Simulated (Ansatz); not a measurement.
HfC:

```xyz
2
Lattice="0.0000 2.3250 2.3250 2.3250 0.0000 2.3250 2.3250 2.3250 0.0000" Properties=species:S:1:pos:R:3 pbc="T T T"
Hf    2.3250    2.3250    2.3250
C     0.0000    0.0000    0.0000
```

Program: Ansatz 0.2.0. Alike in all runs: potentials or basis Ansatz PAW; cell as given. Hardware: 2 threads of Intel(R) Xeon(R) Platinum 8488C (Sapphire Rapids), on a shared host.

Order these runs on this cell by their wall time, lowest first.
A. task band structure; level r2SCAN; spin off; k mesh 10 × 10 × 10; cutoff (eV) 500; smearing fermi-dirac 0.05 eV; points for each segment of the path 14
B. task band structure; level r2SCAN; spin SOC, no magnetisation; k mesh 7 × 7 × 7; cutoff (eV) 500; smearing fermi-dirac 0.05 eV; points for each segment of the path 14
C. task single point; level PBE; spin off; k mesh 10 × 10 × 10; cutoff (eV) 420; smearing gaussian 0.029 eV

C (0.76 s), A (2.8 s), B (13 s).
